**Question: my band sweep agrees perfectly, so why do the pressure and the force look so bad?**

I varied the number of bands in an LDA calculation of cobalt. The sweep value is the band count divided by the usual one.

GPAW 26.7.0, collinear-spin LDA with PAW data sets (gpaw-data 1.2.1), for ferromagnetic cobalt in a fixed two-atom cell (P-3m1, a = 2.487 Å, c = 4.063 Å). Plane-wave cutoff 600 eV, 8×8×4 k mesh, Fermi-Dirac smearing of 0.05 eV. The sweep value is the number of bands over the usual count; energy differences and force misses are relative to the run at 2.5.

```tsv
sweep value	energy less tightest (meV/atom)	pressure (GPa)	force miss (eV/Å)	largest force (eV/Å)	cell moment (μB)	scf iterations
0.72	0.000	-17.369	0.000	0.44040	3.191	11
0.8	0.000	-17.369	0.000	0.44040	3.191	11
0.9	0.000	-17.369	0.000	0.44030	3.191	11
1	0.000	-17.369	0.000	0.44030	3.191	11
1.3	0.000	-17.370	0.000	0.44030	3.191	11
1.7	0.000	-17.370	0.000	0.44030	3.191	11
2.5	0.000	-17.370	0.000	0.44030	3.191	19
```

Every row gives the same energy, so I would take the cheapest setting and move on. But the pressure is about −17 GPa and the largest force is 0.44 eV/Å, which is hardly a crystal at rest. Are there too few bands after all? And if the bands are fine, what has failed, and how could I have seen it?

**Answer**

The bands are fine for these quantities. What fails is the step from "the rows agree" to "the result is right". A sweep exposes only errors that change with the swept setting; whatever all rows share drops out when you compare them. To find a shared error or strain within this one table, you need a quantity whose proper value is known beforehand. You have two: in a crystal at rest, the pressure and the forces are zero.

Start with why the bands don't matter. The density, and with it the energy, pressure and forces, is built from occupied states. A state at energy $\varepsilon$ is filled to the fraction

$$f=\frac{1}{e^{(\varepsilon-\mu)/w}+1},$$

where $\mu$ is the Fermi level and $w$ the smearing width, here 0.05 eV. Half an electronvolt above $\mu$, the exponent is already ten and the state is practically empty. Adding bands higher up adds nothing that the density could notice.

The error of too few bands therefore doesn't fade slowly as the count rises. It is serious while bands that should hold electrons are missing, and it vanishes almost at once when they are all there. Your sweep lies entirely on the flat side, so 0.72 is only the lowest value tried and not the limit.

The cell moment tells you what the other side would look like. Counting nine 3d and 4s electrons per atom, the cell holds 18. With a moment of 3.19 Bohr magnetons, 10.6 of them have majority spin. A band holds one electron of each spin at each k point, so ten bands could not take them all. At least 0.6 of an electron would be pushed into the minority spin, and the moment could not exceed 2. A moment that collapses when you cut the bands is thus a clear sign that you have cut too far, and none of your rows shows it.

Now the force. It changes by about 0.0001 eV/Å over the sweep, some four thousand times less than its own size, so the band count isn't its cause. The cell edges and the shortest contact show where it comes from. In hexagonal close packing, an atom sits above the centre of a triangle of the layer below, displaced sideways by $a/\sqrt{3}$, where $a=2.487$ Å is the short cell edge. The shortest contact, 2.423 Å, then fixes the layer spacing:

$$d=\sqrt{2.423^2-\frac{2.487^2}{3}}\ \text{Å}=1.952\ \text{Å}.$$

Evenly spaced layers would be half the long edge apart, $4.063/2\approx2.03$ Å. Your layers are therefore drawn together in pairs, with the spacing off by $u\approx0.08$ Å. In the even stacking, each atom has the same surroundings above and below, and symmetry makes the force zero. In the paired stacking that balance is lost, and no number of bands can restore it.

You can estimate what this costs without fitting anything. Treat the layers as joined by a spring of stiffness $k$, so that the force on either atom is $F=ku$ and the energy of the two-atom cell rises by $\tfrac12ku^2=\tfrac12Fu$. Per atom this is

$$\Delta E=\frac{Fu}{4}=\frac{0.44\times0.08}{4}\ \text{eV}\approx9\ \text{meV}.$$

Shifting a layer up or down from the even position costs the same, so the first correction to the spring is of fourth order in $u$ and should be small. Even so, 9 meV remains an estimate, because no row holds the evenly stacked cell. Set it beside the energy column, which reads 0.000 meV per atom throughout: the band count moves the energy far less than the strain in the cell does. The steps are in the output after this text.

The pressure is just as steady, and its negative sign means that the cell is stretched and would shrink if it were released. Here the functional itself is the likely culprit. The cell has 10.89 Å³ per atom, close to the volume of real cobalt, and LDA is known to prefer a smaller one. It borrows the exchange and correlation energy of a uniform electron gas, which serves separated atoms, with their strongly varying density, worse than it serves the more even density of a solid. The atoms come out too high in energy relative to the crystal, so the bonds come out too strong. Even a slight stretch makes the density less even, and the same bias then tends to make the bonds too short as well.

That explanation rests on the known behaviour of LDA; your rows can't prove it, since they share one functional and one volume. They also share one plane-wave cutoff, and an incomplete basis can add a false negative pressure of its own. Repeating the run at a higher cutoff would separate the two: a basis error shrinks, while the pull of the functional stays.

The row at 2.5 shows the same lesson from another side. It takes 19 iterations instead of 11 and arrives at the same state. Perhaps the many high bands start from poor guesses and settle slowly, though nothing here tests that. In any case, the additional effort bought no accuracy.

A sweep of the k mesh would look different. In a metal, the mesh decides how well the boundary between filled and empty states is sampled, so a coarse mesh typically makes the energy wander before it settles. Yet that sweep too could end on a steady pressure far from zero, for the same reason as yours.

This matters if the cell is to serve as a reference, for instance for cobalt contacts or interconnects in chips. Unless it happens to cancel, the strain would carry over into the interface energies computed from it, however well the bands are converged. So read a convergence table twice: down each column, to see whether the setting still matters, and then across one row, to see whether the quantities that ought to be zero are zero. If they aren't, make sure that the cutoff and the k mesh hold the pressure and the forces steady, and then relax the atoms and the cell. With LDA, expect the relaxed cell to be at rest but smaller than that of real cobalt.

Output of the analysis:

```
Largest band setting over smallest: 3.472
Spread of energy over all rows in meV/atom: 0
Spread of pressure over all rows in GPa: 0.00107
Mean pressure in GPa: -17.37
Size of pressure over its spread: 16233
Largest force error from the band count in eV/angstrom: 0.00011
Largest force over largest force error: 4003
Moment per atom in Bohr magnetons: 1.595
Majority-spin electrons in the cell: 10.6
Minority-spin electrons in the cell: 7.405
Short layer spacing in angstrom: 1.952
Long layer spacing in angstrom: 2.111
Longer contact between layers in angstrom: 2.553
Change of layer spacing from even stacking in angstrom: 0.07978
Estimated energy of the layer pairing in meV/atom: 8.782
Extra iterations at the largest band setting: 8
```
